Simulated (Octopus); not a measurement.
# In in Octopus: convergence with grid spacing

Input of the first run (grid spacing 0.42378 Å); the others differ in this setting and in those tied to it:

File inp:

```
CalculationMode = gs
UnitsOutput = eV_Angstrom
PeriodicDimensions = 3
ExperimentalFeatures = yes
PseudopotentialSet = hgh_lda
%LatticeParameters
 1*angstrom | 1*angstrom | 1*angstrom
%
%LatticeVectors
 3.335484782 | 0 | 0
 -1.667742391 | 2.8886145552 | 0
 0 | 0 | 5.50914292
%
%ReducedCoordinates
 "In" | 0.6666666667 | 0.3333333333 | 0.75
 "In" | 0.3333333333 | 0.6666666667 | 0.25
%
%Spacing
 0.41693560*angstrom | 0.41693560*angstrom | 0.42378022*angstrom
%
DerivativesOrder = 8
%KPointsGrid
 6 | 6 | 4
%
KPointsUseSymmetries = yes
XCFunctional = lda_x + lda_c_pw_mod
SmearingFunction = fermi_dirac
Smearing = 0.15*eV
ExtraStates = 6
Eigensolver = chebyshev_filter
ConvRelDens = 1e-6
MaximumIter = 120
SCFCalculateStress = yes
```

Potentials or basis: hgh_lda (LDA).

The run is started by

```console
$ OMP_NUM_THREADS=1 octopus > out.log
```

This isn't the form of In at room conditions, which is tetragonal.

Hardware: 1 thread of Arm Neoverse V2 (shared host).

The values tried are 0.42378 Å, 0.37061 Å, 0.32407 Å, 0.27796 Å, 0.25042 Å, 0.22237 Å, 0.19676 Å, 0.17216 Å, loosest first. From which on does the energy stay within 1 meV/atom of the tightest run that finished?

From 0.32407 Å on.

```tsv
grid spacing	energy less the tightest run, at zero smearing (meV/atom)	pressure (GPa)	SCF cycles	CPU time (s)	peak memory (GiB)
0.42378 Å	-54.65	-2.33	9	4.3	0.06
0.37061 Å	5.70	-4.43	9	6.9	0.07
0.32407 Å	-0.10	-4.29	9	11	0.09
0.27796 Å	0.71	-4.29	10	16	0.11
0.25042 Å	-0.29	-4.29	11	27	0.14
0.22237 Å	-0.07	-4.29	11	37	0.16
0.19676 Å	0.15	-4.29	11	74	0.21
0.17216 Å	0.00	-4.29	11	110	0.29
```

Against the tightest run, the pressure stays within 0.1 GPa from 0.32407 Å on. The tightest run that finished is the yardstick and may itself not be fully converged.

Caveat, for the tightest run too: the k mesh is coarse (spacing up to 0.36 Å⁻¹), so the values aren't converged; this is an older set of potentials, less accurate than current ones.
